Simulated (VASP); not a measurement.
# MgO (P-6m2) in VASP: further runs

One crystal, MgO, is run at these levels: PBE; tasks: single point.

All numbers are computed with VASP 6.6.1; they aren't measurements. Logs are shortened: lines on timing, memory, paths and dates and some standing lists are left out, and cuts for length are marked.

## 1. The crystal as given

Symmetry: P-6m2, No. 187, hexagonal system. The conventional cell has a = 2.938 Å, b = 2.938 Å, c = 2.680 Å, α = 90.00°, β = 90.00°, γ = 120.00°. Mg (site symmetry -6m2) has 6 O at 2.16 Å as nearest neighbours. Around O (site symmetry -6m2) lie 6 Mg at 2.16 Å.

Measurements of this composition are mostly on another form, of space group No. 225.

## 2. Single point, PBE

Contents of INCAR:

```
ADDGRID = False
ALGO = Normal
EDIFF = 1E-7
ENCUT = 800
GGA = PE
ISIF = 2
ISMEAR = 0
LASPH = True
LCHARG = False
LREAL = False
LWAVE = False
NELM = 100
PREC = Normal
SIGMA = 0.05
```

Contents of KPOINTS:

```
k-points
0
Gamma
  8 8 7
```

Contents of POSCAR:

```
MgO
1.0
    2.9380209034      0.0000000000      0.0000000000
   -1.4690104517      2.5444007392      0.0000000000
    0.0000000000      0.0000000000      2.6796800000
Mg O
1 1
Direct
   -0.0050010000     -0.0013850000      0.0023980000
    0.2972290000      0.6917140000      0.5132270000
```

Potentials or basis: VASP PAW PBE potentials, release 64 (Mg, O_h).

Command:

```bash
$ cat potpaw_PBE.64/Mg/POTCAR potpaw_PBE.64/O_h/POTCAR > POTCAR
$ mpirun -np 1 vasp_std > vasp.out
```

OUTCAR:

```text
EDIFF = 1E-7
   ENCUT = 800
   GGA = PE
   ISIF = 2
   ISMEAR = 0
   LASPH = True
   LREAL = False
   NELM = 100
   PREC = Normal

 Found    226 irreducible k-points:

 Following reciprocal coordinates:
            Coordinates               Weight
  0.000000  0.000000  0.000000      1.000000
  0.125000  0.000000  0.000000      2.000000
  0.000000  0.125000  0.000000      2.000000
 -0.125000  0.125000  0.000000      2.000000
  0.250000  0.000000  0.000000      2.000000
  0.000000  0.250000  0.000000      2.000000
   k-points           NKPTS =    226   k-points in BZ     NKDIM =    226   number of bands    NBANDS=      8
   number of dos      NEDOS =    301   number of ions     NIONS =      2
   total plane-waves  NPLWV =   8000
   dimension x,y,z NGX =    20 NGY =   20 NGZ =   20
   dimension x,y,z NGXF=    40 NGYF=   40 NGZF=   40
   ions per type =               1   1
   NGX,Y,Z   is equivalent  to a cutoff of  11.32, 11.32, 12.41 a.u.
   NGXF,Y,Z  is equivalent  to a cutoff of  22.63, 22.63, 24.82 a.u.
 SYSTEM =  unknown system
   PREC   = normal    normal or accurate (medium, high low for compatibility)
   ISTART =      0    job   : 0-new  1-cont  2-samecut
   ICHARG =      2    charge: 1-file 2-atom 10-const
   ISPIN  =      1    spin polarized calculation?
   LNONCOLLINEAR =      F non collinear calculations
   LSORBIT =      F    spin-orbit coupling
   LASPH  =      T    aspherical Exc in radial PAW
   ENCUT  =  800.0 eV  58.80 Ry    7.67 a.u.   6.78  6.78  6.18*2*pi/ulx,y,z
   NELM   =    100;   NELMIN=  2; NELMDL= -5     # of ELM steps
   EDIFF  = 0.1E-06   stopping-criterion for ELM
   LREAL  =      F    real-space projection
   EDIFFG = 0.1E-05   stopping-criterion for IOM
   NSW    =      0    number of steps for IOM
   IBRION =     -1    ionic relax: 0-MD 1-quasi-New 2-CG
   NFREE  =      0    steps in history (QN), initial steepest desc. (CG)
   ISIF   =      2    stress and relaxation
   ISYM   =      2    0-nonsym 1-usesym 2-fastsym
   POTIM  = 0.5000    time-step for ionic-motion
   TEBEG  =    0.0;   TEEND  =   0.0 temperature during run
   PSTRESS=    0.0 pullay stress
   NELECT =       8.0000    total number of electrons
   NUPDOWN=      -1.0000    fix difference up-down
   EMIN   =  10.00;   EMAX   =-10.00  energy-range for DOS
   EFERMI =   0.00;   METHOD = LEGACY
   ISMEAR =     0;   SIGMA  =   0.05  broadening in eV -4-tet -1-fermi 0-gaus
   EFERMI_NEDOS =   21; number of points for ismear=-14 and -15
   IALGO  =     38    algorithm
   IMIX   =      4    mixing-type and parameters
     AMIX     =   0.40;   BMIX     =  1.00
     AMIX_MAG =   1.60;   BMIX_MAG =  1.00
  volume/ion in A,a.u.               =      10.02        67.59
  Fermi-wavevector in a.u.,A,eV,Ry     =   1.205583  2.278221 19.775115  1.453430
  Thomas-Fermi vector in A             =   2.341275
   LORBIT       =      0    0 simple, 1 ext, 2 COOP (PROOUT), +10 PAW based schemes
   GGA     = PE    functional components
   LHFCALC =     F    Hartree Fock is set to
   AEXX    =    0.0000 exact exchange contribution
   IVDW    =     0    specifies the selected vdW correction
   LEPSILON=     F    determine dielectric tensor
   LRPA    =     F    only Hartree local field effects (RPA)
 non-spin polarized calculation
 Gauss-broadening in eV      SIGMA  =   0.05
  energy-cutoff  :      800.00
  volume of cell :       20.03
 maximum number of plane-waves:      1038
   NGX = 13   NGY = 13   NGZ = 13

 number of electron       8.0000006 magnetization

 Free energy of the ion-electron system (eV)
  ---------------------------------------------------
  ext. energy  EPLUGINS =         0.00000000
  ---------------------------------------------------
  free energy    TOTEN  =       -11.19171049 eV

  energy without entropy =      -11.19171049  energy(sigma->0) =      -11.19171049

 E-fermi :   3.9711     XC(G=0): -10.7311

 val. band max:        3.7053879710   @ k =   0.0000   0.0000   0.4286
 cond. band min:       6.6595097583   @ k =   0.0000   0.0000   0.0000
 fundamental gap:      2.9541217872
 Fermi energy:         3.9710953118

 k-point     1 :       0.0000    0.0000    0.0000
  band No.  band energies     occupation
      1     -13.7622      2.00000
      2       2.9964      2.00000
      3       3.1623      2.00000
      4       3.2619      2.00000
      5       6.6595      0.00000
      6      15.5644      0.00000
      7      19.1004      0.00000
      8      19.4501      0.00000

 k-point     2 :       0.1250    0.0000    0.0000
  band No.  band energies     occupation
      1     -13.6292      2.00000
      2       2.1454      2.00000
      3       2.9251      2.00000
      4       3.3118      2.00000
      5       7.5961      0.00000
      6      15.5213      0.00000
      7      17.9802      0.00000
      8      19.7204      0.00000

 k-point     3 :       0.0000    0.1250    0.0000
  band No.  band energies     occupation
      1     -13.6291      2.00000
      2       2.1389      2.00000
      3       2.9338      2.00000
      4       3.3114      2.00000
      5       7.5918      0.00000
      6      15.5279      0.00000
      7      17.9475      0.00000
      8      19.7524      0.00000

 k-point     4 :      -0.1250    0.1250    0.0000
  band No.  band energies     occupation
      1     -13.6269      2.00000
      2       2.0602      2.00000
      3       3.0479      2.00000
      4       3.3053      2.00000
      5       7.5242      0.00000
      6      15.5683      0.00000
      7      17.8051      0.00000
      8      19.8307      0.00000

 k-point     5 :       0.2500    0.0000    0.0000
  band No.  band energies     occupation
      1     -13.2873      2.00000
      2       0.5558      2.00000
      3       2.6580      2.00000
      4       3.4361      2.00000
      5       9.1057      0.00000
      6      14.6371      0.00000
      7      17.5222      0.00000
      8      20.5054      0.00000

 k-point     6 :       0.0000    0.2500    0.0000
  band No.  band energies     occupation
      1     -13.2866      2.00000
      2       0.5508      2.00000
      3       2.6662      2.00000
      4       3.4345      2.00000
      5       9.0939      0.00000
      6      14.6418      0.00000
      7      17.5101      0.00000
      8      20.5226      0.00000

 [... further k-points ...]

------------------------ aborting loop because EDIFF is reached ----------------------------------------

  FORCE on cell =-STRESS in cart. coord.  units (eV):
  Direction    XX          YY          ZZ          XY          YZ          ZX
  --------------------------------------------------------------------------------------
  -------------------------------------------------------------------------------------
  Total       -0.2106434     -0.3096286     -0.1723420     -0.0768509      0.0574787     -0.1041426
  in kB      -16.8474871    -24.7644257    -13.7841011     -6.1466167      4.5972085     -8.3294369
  external PRESSURE =     -18.4653380 kB  Pullay stress =       0.0000000 kB

 VOLUME and BASIS-vectors are now :
 -----------------------------------------------------------------------------
  energy-cutoff  :      800.00
  volume of cell :       20.03
      direct lattice vectors                 reciprocal lattice vectors
     2.938020903  0.000000000  0.000000000     0.340365175  0.196509926  0.000000000
    -1.469010452  2.544400739  0.000000000     0.000000000  0.393019851  0.000000000
     0.000000000  0.000000000  2.679680000     0.000000000  0.000000000  0.373178887

 POSITION                                       TOTAL-FORCE (eV/Angst)
 -----------------------------------------------------------------------------------
      1.45635      2.54088      0.00643        -0.576461      0.317356      0.125358
     -0.14287      1.76000      1.37528         0.576461     -0.317356     -0.125358
 -----------------------------------------------------------------------------------
    total drift:                                0.000201      0.004587      0.000070

  FREE ENERGIE OF THE ION-ELECTRON SYSTEM (eV)
  ---------------------------------------------------
  free  energy   TOTEN  =       -11.1917104891 eV

  energy  without entropy=      -11.1917104891  energy(sigma->0) =      -11.19171049
```

It took 48 s on 1 thread of AMD EPYC 7R13 (Zen 3), shared host; peak memory 0.16 GiB.

These settings aren't checked as converged: the numbers below hold their error.

Results:

```
Free energy            : -11.1917 eV
Largest force          : 0.670 eV/Å
Band gap on the k mesh : 2.95 eV, indirect (least direct gap 3.40 eV)
```

Caveat: the cutoff is under 1.25 times the usual one of these potentials, so pressure, stress and relaxed cells hold a basis-set (Pulay) error; an odd mesh through Γ misses points on the zone boundary, where band edges often lie.

## 3. Single point, PBE

Edit INCAR of step 2 so:

```diff
@@ -9,6 +9,6 @@
 LCHARG = False
-LREAL = False
+LREAL = Auto
 LWAVE = False
 NELM = 100
-PREC = Normal
+PREC = Accurate
 SIGMA = 0.05
```

KPOINTS is that of step 2.

Contents of POSCAR:

```
MgO
1.0
    2.9380209034      0.0000000000      0.0000000000
   -1.4690104517      2.5444007392      0.0000000000
    0.0000000000      0.0000000000      2.6796800000
Mg O
1 1
Direct
    0.0000000000      0.0000000000      0.0000000000
    0.3333333333      0.6666666667      0.5000000000
```

Potentials or basis: VASP PAW PBE potentials, release 64 (Mg, O_h).

Command:

```bash
$ cat potpaw_PBE.64/Mg/POTCAR potpaw_PBE.64/O_h/POTCAR > POTCAR
$ mpirun -np 1 vasp_std > vasp.out
```

Run time: 45 s. Hardware: 1 thread of AMD EPYC 7R13 (Zen 3), shared host; peak memory 0.13 GiB.

The run converged, but some of its settings lie outside the range that counts as converged, so its numbers aren't taken as properties of the crystal.

What came out:

```yaml
Free_energy: -11.2356 eV
Band_gap_on_the_k_mesh: 3.00 eV, indirect (least direct gap 3.39 eV)
```

Caveat: the cutoff is under 1.25 times the usual one of these potentials, so pressure, stress and relaxed cells hold a basis-set (Pulay) error; an odd mesh through Γ misses points on the zone boundary, where band edges often lie.

## 4. Single point, PBE

INCAR is that of step 3.

KPOINTS is that of step 3.

Contents of POSCAR:

```
MgO
1.0
    2.9380209034      0.0000000000      0.0000000000
   -1.4690104517      2.5444007392      0.0000000000
    0.0000000000      0.0000000000      2.6796800000
Mg O
1 1
Direct
   -0.0050010000     -0.0013850000      0.0023980000
    0.2972290000      0.6917140000      0.5132270000
```

Command:

```bash
$ cat potpaw_PBE.64/Mg/POTCAR potpaw_PBE.64/O_h/POTCAR > POTCAR
$ mpirun -np 1 vasp_std > vasp.out
```

Wall time 98 s (1 thread of AMD EPYC 7R13 (Zen 3), shared host); peak memory 0.16 GiB.

These settings aren't checked as converged: the numbers below hold their error.

What came out:

* Free energy: -11.1898 eV
* Largest force: 0.670 eV/Å
* Band gap on the k mesh: 2.95 eV, indirect (least direct gap 3.40 eV)

Caveat: the cutoff is under 1.25 times the usual one of these potentials, so pressure, stress and relaxed cells hold a basis-set (Pulay) error; an odd mesh through Γ misses points on the zone boundary, where band edges often lie.
